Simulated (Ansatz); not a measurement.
## Phases of Fe at 74 GPa

Structure types of Fe are relaxed in primitive cells with their symmetry kept at 74 GPa, on PAW files; LAPW relaxes the small cells further and takes the PAW cell for the others (marked *). The enthalpy is E + pV at zero temperature, without zero-point motion. Only the types listed were tried, and differences under about 5 meV/atom are mesh noise. Not among the end structures: fcc, which may lie lower.

Computed with Ansatz 0.2.0; functional PBE, scalar-relativistic. Settings: Fermi–Dirac smearing of 0.08 eV, spin-polarised from start moments Fe 2.5 μB. Methods: LAPW: all electrons, basis error target 0.5 meV/atom; PAW: frozen-core files, cutoff 420 eV.

k meshes: bcc 20×20×20, hcp 19×19×10, sc 18×18×18, beta tin 19×19×19, dhcp 15×15×4.

Other magnetic orders may lie lower.

Q: Which type is lowest in enthalpy, and by how much?

A: hcp, 72 meV/atom below dhcp. The whole table:

| start type | ends as | a, b, c (Å) | V (Å³/atom) | H − H(lowest), LAPW (meV/atom) | same, PAW | moment (μB/atom) |
| --- | --- | --- | --- | --- | --- | --- |
| bcc | bcc, Im-3m | 2.627, 2.627, 2.627 | 9.07 | 253.9 | 260.4 | 1.77 |
| hcp | hcp, P6_3/mmc | 2.320, 2.320, 3.683 | 8.58 | 0.0 | 0.0 | 0.00 |
| sc | sc, Pm-3m | 2.108, 2.108, 2.108 | 9.37 | 1515.2 | 1512.9 | 0.00 |
| beta tin | beta tin, I4_1/amd | 4.098, 4.098, 2.232 | 9.37 | 1066.1 | 1071.2 | 1.31 |
| dhcp* | dhcp, P6_3/mmc | 2.310, 2.310, 7.455 | 8.61 | 71.8 | 71.6 | 0.00 |
